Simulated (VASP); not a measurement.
**MoS2: single point with PBE+D3(BJ)**

MoS2, a slab with vacuum:

```xyz
9
Lattice="3.1840 0.0000 0.0000 -1.5920 2.7574 0.0000 0.0000 0.0000 28.3873" Properties=species:S:1:pos:R:3 pbc="T T T"
Mo    1.5920    0.9191    0.0000
Mo    0.0000    1.8383   21.9103
Mo    0.0000    1.8383    6.4770
S     0.0000    1.8383    1.5518
S     1.5920    0.9191   23.4623
S     1.5920    0.9191    8.0283
S     0.0000    1.8383   26.8355
S     1.5920    0.9191   20.3590
S     1.5920    0.9191    4.9250
```

```
Program             : VASP 6.6.1
Task                : single point
Functional          : PBE
Dispersion          : D3(BJ)
Potentials or basis : VASP PAW PBE potentials, release 64 (Mo_sv, S)
Cutoff              : 520 eV
k mesh              : 6 × 6 × 1
Occupations         : gaussian, width 0.1 eV
Spin                : collinear spin, typed start
Starting moments    : [1.0, 1.0, 1.0, 0.0, 0.0, 0.0, 0.0, 0.0, 0.0] μB
```

| Property | Result |
| --- | --- |
| Largest force | 0.163 eV/Å |
| Band gap on the k mesh | 1.19 eV, indirect (least direct gap 1.63 eV) |
| Net moment | 0.00 μB per cell |
| Valence electrons inside the program's atomic spheres | Mo 12.45; S 3.71 |
| Dispersion energy per atom | -0.370 eV |

Forces on the atoms (eV/Å):
```
Mo   0.000  0.000  0.000
Mo   0.000  0.000  0.053
Mo   0.000  0.000 -0.053
S    0.000  0.000  0.154
S    0.000  0.000  0.163
S    0.000  0.000  0.097
S    0.000  0.000 -0.154
S    0.000  0.000 -0.097
S    0.000  0.000 -0.163
```

Levels at points of the mesh, in eV from the valence-band top:
Spin up:
```csv
k point,band 36,band 37,band 38,band 39,band 40,band 41,band 42,band 43
"(0.00, 0.00, 0.00)",-1.64,-0.63,-0.27,0.00,2.31,2.31,2.31,2.31
"(0.50, 0.00, 0.00)",-1.43,-1.11,-1.08,-1.06,1.78,1.79,1.80,2.25
```
Spin down:
| k point | band 35 | band 36 | band 37 | band 38 | band 39 | band 40 | band 41 | band 42 | band 43 | band 44 |
| --- | --- | --- | --- | --- | --- | --- | --- | --- | --- | --- |
| (0.00, 0.00, 0.00) | -1.99 | -1.64 | -0.63 | -0.27 | 0.00 | 2.31 | 2.31 | 2.31 | 2.31 | 2.32 |
| (0.50, 0.00, 0.00) | -1.46 | -1.43 | -1.11 | -1.08 | -1.06 | 1.78 | 1.79 | 1.80 | 2.25 | 2.31 |

Run time: 5.6 min on 1 thread of Intel(R) Xeon(R) Platinum 8488C (Sapphire Rapids) (shared host), peak memory 0.5 GiB.

As with any semilocal functional, this PBE gap is likely too small.
